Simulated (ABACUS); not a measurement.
# Bi (R-3m) in ABACUS: notebook, part 2 of 2

ABACUS 3.10.1. The steps go on from the part before.

**3. Equation of state, PBE, 33.67 Å³/atom (volume scaled by 0.96)**

Contents of INPUT:

```
INPUT_PARAMETERS
suffix              Bi
calculation         scf
basis_type          lcao
pseudo_dir          ./
orbital_dir         ./
symmetry            1
dft_functional      pbe
ecutwfc             100
pseudo_rcut         10
nspin               1
nbands              18
ks_solver           genelpa
smearing_method     fd
smearing_sigma      0.00367493
scf_thr             1e-07
scf_nmax            100
mixing_type         broyden
mixing_beta         0.7
cal_force           1
cal_stress          1
out_mul             1
```

Contents of STRU:

```
ATOMIC_SPECIES
Bi 208.9804 Bi.upf

NUMERICAL_ORBITAL
Bi_confined-atom_8au_1s1p1d.orb

LATTICE_CONSTANT
1.8897261246

LATTICE_VECTORS
2.2368543514 1.2914484619 3.8847772595
-2.2368543514 1.2914484619 3.8847772595
0.0000000000 -2.5828969239 3.8847772595

ATOMIC_POSITIONS
Direct

Bi
0.0
2
0.7660000000 0.7660000000 0.7660000000 1 1 1
0.2340000000 0.2340000000 0.2340000000 1 1 1
```

Contents of KPT:

```
K_POINTS
0
Gamma
7 7 7 0 0 0
```

Potentials or basis: PseudoDojo NC SR 0.4.1 PBE standard, SZ LCAO (the cutoffs set its grid).

Command:

```
$ OMP_NUM_THREADS=1 mpirun -np 4 abacus > log
```

Run time: 3.1 s. Hardware: 4 MPI ranks of Intel Xeon at 2.60GHz (Ice Lake), shared host; peak memory 0.36 GiB.

The run converged, but some of its settings lie outside the range that counts as converged, so its numbers aren't taken as properties of the crystal.

What came out:

| Quantity | Value |
| --- | --- |
| Free energy | -4464.5740 eV |
| Pressure | 8.5 GPa |
| Largest force | 0.982 eV/Å |
| Band gap on the k mesh | 0.41 eV, indirect (least direct gap 0.66 eV) |

Caveat: the atomic orbitals were generated for these runs and aren't a published set; spin-orbit coupling is left out, which as a rule narrows the gap of such compounds by several tenths of an eV; an odd mesh through Γ misses points on the zone boundary, where band edges often lie; the basis of atomic orbitals isn't converged, which shifts pressures, moduli and gaps.

**4. Equation of state, PBE, 34.37 Å³/atom (volume scaled by 0.98)**

INPUT is that of step 3.

STRU: that of step 3 with these lines changed.

```diff
@@ -10,5 +10,5 @@
 LATTICE_VECTORS
-2.2368543514 1.2914484619 3.8847772595
--2.2368543514 1.2914484619 3.8847772595
-0.0000000000 -2.5828969239 3.8847772595
+2.2522814206 1.3003552845 3.9115696734
+-2.2522814206 1.3003552845 3.9115696734
+0.0000000000 -2.6007105690 3.9115696734
```

KPT is that of step 3.

Command:

```
$ OMP_NUM_THREADS=1 mpirun -np 4 abacus > log
```

It took 3.1 s on 4 MPI ranks of Intel Xeon at 2.60GHz (Ice Lake), shared host; peak memory 0.36 GiB.

The run converged, but some of its settings lie outside the range that counts as converged, so its numbers aren't taken as properties of the crystal.

What came out:

- Free energy: -4464.6420 eV
- Pressure: 7.0 GPa
- Largest force: 0.854 eV/Å
- Band gap on the k mesh: 0.40 eV, indirect (least direct gap 0.64 eV)

Caveat: the atomic orbitals were generated for these runs and aren't a published set; spin-orbit coupling is left out, which as a rule narrows the gap of such compounds by several tenths of an eV; an odd mesh through Γ misses points on the zone boundary, where band edges often lie; the basis of atomic orbitals isn't converged, which shifts pressures, moduli and gaps.

**5. Equation of state, PBE, 35.07 Å³/atom**

INPUT is that of step 4.

STRU: that of step 4 with these lines changed.

```diff
@@ -10,5 +10,5 @@
 LATTICE_VECTORS
-2.2522814206 1.3003552845 3.9115696734
--2.2522814206 1.3003552845 3.9115696734
-0.0000000000 -2.6007105690 3.9115696734
+2.2675000000 1.3091417354 3.9380000000
+-2.2675000000 1.3091417354 3.9380000000
+0.0000000000 -2.6182834708 3.9380000000
```

KPT is that of step 4.

Command:

```
$ OMP_NUM_THREADS=1 mpirun -np 4 abacus > log
```

Wall time 2.9 s (4 MPI ranks of Intel Xeon at 2.60GHz (Ice Lake), shared host); peak memory 0.36 GiB.

These settings aren't checked as converged: the numbers below hold their error.

What came out:

- Free energy: -4464.6970 eV
- Pressure: 5.6 GPa
- Largest force: 0.733 eV/Å
- Band gap on the k mesh: 0.38 eV, indirect (least direct gap 0.62 eV)

Caveat: the atomic orbitals were generated for these runs and aren't a published set; spin-orbit coupling is left out, which as a rule narrows the gap of such compounds by several tenths of an eV; an odd mesh through Γ misses points on the zone boundary, where band edges often lie; the basis of atomic orbitals isn't converged, which shifts pressures, moduli and gaps.

**6. Equation of state, PBE, 35.77 Å³/atom (volume scaled by 1.02)**

INPUT is that of step 5.

STRU: that of step 5 with these lines changed.

```diff
@@ -10,5 +10,5 @@
 LATTICE_VECTORS
-2.2675000000 1.3091417354 3.9380000000
--2.2675000000 1.3091417354 3.9380000000
-0.0000000000 -2.6182834708 3.9380000000
+2.2825169939 1.3178118009 3.9640802302
+-2.2825169939 1.3178118009 3.9640802302
+0.0000000000 -2.6356236018 3.9640802302
```

KPT is that of step 5.

Potentials or basis: PseudoDojo NC SR 0.4.1 PBE standard, SZ LCAO (the cutoffs set its grid).

Command:

```
$ OMP_NUM_THREADS=1 mpirun -np 4 abacus > log
```

Run time: 2.9 s. Hardware: 4 MPI ranks of Intel Xeon at 2.60GHz (Ice Lake), shared host; peak memory 0.36 GiB.

The run converged, but some of its settings lie outside the range that counts as converged, so its numbers aren't taken as properties of the crystal.

Results:

```
Free energy            : -4464.7403 eV
Pressure               : 4.3 GPa
Largest force          : 0.620 eV/Å
Band gap on the k mesh : 0.37 eV, indirect (least direct gap 0.58 eV)
```

Caveat: the atomic orbitals were generated for these runs and aren't a published set; spin-orbit coupling is left out, which as a rule narrows the gap of such compounds by several tenths of an eV; an odd mesh through Γ misses points on the zone boundary, where band edges often lie; the basis of atomic orbitals isn't converged, which shifts pressures, moduli and gaps.

**7. Equation of state, PBE, 36.47 Å³/atom (volume scaled by 1.04)**

INPUT is that of step 6.

STRU: that of step 6 with these lines changed.

```diff
@@ -10,5 +10,5 @@
 LATTICE_VECTORS
-2.2825169939 1.3178118009 3.9640802302
--2.2825169939 1.3178118009 3.9640802302
-0.0000000000 -2.6356236018 3.9640802302
+2.2973389482 1.3263692602 3.9898217322
+-2.2973389482 1.3263692602 3.9898217322
+0.0000000000 -2.6527385203 3.9898217322
```

KPT is that of step 6.

Command:

```
$ OMP_NUM_THREADS=1 mpirun -np 4 abacus > log
```

Run time: 2.9 s. Hardware: 4 MPI ranks of Intel Xeon at 2.60GHz (Ice Lake), shared host; peak memory 0.36 GiB.

These settings aren't checked as converged: the numbers below hold their error.

Results:

```
Free energy            : -4464.7733 eV
Pressure               : 3.2 GPa
Largest force          : 0.513 eV/Å
Band gap on the k mesh : 0.35 eV, indirect (least direct gap 0.55 eV)
```

Caveat: the atomic orbitals were generated for these runs and aren't a published set; spin-orbit coupling is left out, which as a rule narrows the gap of such compounds by several tenths of an eV; an odd mesh through Γ misses points on the zone boundary, where band edges often lie; the basis of atomic orbitals isn't converged, which shifts pressures, moduli and gaps.

**8. Equation of state, PBE, 37.17 Å³/atom (volume scaled by 1.06)**

INPUT is that of step 7.

STRU: that of step 7 with these lines changed.

```diff
@@ -10,5 +10,5 @@
 LATTICE_VECTORS
-2.2973389482 1.3263692602 3.9898217322
--2.2973389482 1.3263692602 3.9898217322
-0.0000000000 -2.6527385203 3.9898217322
+2.3119720748 1.3348176998 4.0152352947
+-2.3119720748 1.3348176998 4.0152352947
+0.0000000000 -2.6696353996 4.0152352947
```

KPT is that of step 7.

Command:

```
$ OMP_NUM_THREADS=1 mpirun -np 4 abacus > log
```

Wall time 2.9 s (4 MPI ranks of Intel Xeon at 2.60GHz (Ice Lake), shared host); peak memory 0.36 GiB.

These settings aren't checked as converged: the numbers below hold their error.

What came out:

* Free energy: -4464.7967 eV
* Pressure: 2.2 GPa
* Largest force: 0.413 eV/Å
* Band gap on the k mesh: 0.34 eV, indirect (least direct gap 0.53 eV)

Caveat: the atomic orbitals were generated for these runs and aren't a published set; spin-orbit coupling is left out, which as a rule narrows the gap of such compounds by several tenths of an eV; an odd mesh through Γ misses points on the zone boundary, where band edges often lie; the basis of atomic orbitals isn't converged, which shifts pressures, moduli and gaps.

**9. Equation of state, PBE**

Potentials or basis: PseudoDojo NC SR 0.4.1 PBE standard, SZ LCAO (the cutoffs set its grid).

This step only gathers the single runs of the series.

The run converged, but some of its settings lie outside the range that counts as converged, so its numbers aren't taken as properties of the crystal.

Results:

```
Equilibrium volume                        : 38.95 Å³/atom (rough: see the caveat)
Bulk modulus at fixed shape and positions : 42 GPa (rough)
```

Caveat: the atomic orbitals were generated for these runs and aren't a published set; the minimum lies outside the volumes run; the cell was scaled at fixed shape and fractional positions, which overstates the stiffness of a crystal with free parameters, most of all of layers and chains; spin-orbit coupling is left out, which moves the levels of the heavy elements; the basis of atomic orbitals isn't converged, which shifts pressures, moduli and gaps.
